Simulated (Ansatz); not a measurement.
**Sensitivity of the gradients in CO2 to the input**

Cell: a computed structure from the Materials Project (it need not be an observed phase), atoms as given.

Space group Pbcn (No. 60); a = 4.7845, b = 6.3155, c = 5.6789 Å.

| site | Wyckoff | site symmetry | x | y | z |
| --- | --- | --- | --- | --- | --- |
| C | 4c | .2. | 0.5000 | 0.8530 | 0.7500 |
| O | 8d | 1 | 0.7010 | 0.1463 | 0.1336 |

One atom of each set is listed.

Reference run. All values are calculated (Ansatz; DFT, PBE, plane waves and PAW, scalar-relativistic, 420 eV cutoff, Γ-centred 5×4×4 k-points, Fermi–Dirac smearing 0.02 eV), not measured.

Problem. The input is changed as follows: `hamiltonian.xc`: pbe → lda. What happens to V_zz (10²¹ V/m²) and η?

Solution. 

```tsv
site	V_zz reference	η reference	V_zz changed	η changed
C	-2.92	0.01	-2.95	0.01
O	7.09	0.03	6.51	0.03
```

The largest change of V_zz is on O, from 7.09 to 6.51. In per cent, |V_zz| changes by +1 on C, -8 on O (all sites that start above 0.5). At these positions the changed run has forces up to 0.6 eV/Å, so its atoms aren't at their own equilibrium. SCF iterations: 7 and 7.
